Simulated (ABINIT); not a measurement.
Crystal: Si2Ni.

```
Ni Si
1.0
     0.00000    2.70300    2.70300
     2.70300    0.00000    2.70300
     2.70300    2.70300    0.00000
Ni Si
1 2
Cartesian
  0.0000 0.0000 0.0000
  4.0545 4.0545 4.0545
  1.3515 1.3515 1.3515
```

Base run:

- Program: ABINIT 10.8.3 (patched build)
- Functional: PBEsol
- Potentials or basis: JTH PAW PBE v2.0
- Cutoff: 1116 eV
- k mesh: 9 × 9 × 9
- Occupations: fermi-dirac, width 0.05 eV
- Spin: collinear spin, ferromagnetic start
- Starting moments: [1.0, 0.0, 0.0] μB

Its results: band gap on the k mesh none (metal or under the smearing width); pressure -0.6 GPa; net moment 0.00 μB per cell.

Question: The run is repeated on the same cell with these changes: k mesh from 9 × 9 × 9 to 8 × 8 × 8. What comes out?

Answer: Band gap on the k mesh none (metal or under the smearing width); pressure -1.3 GPa; net moment 0.00 μB per cell.

Caveats: small starting moments can end in a higher magnetic state in this program; the PAW data sets were made with another functional, which shifts forces and pressure a little.
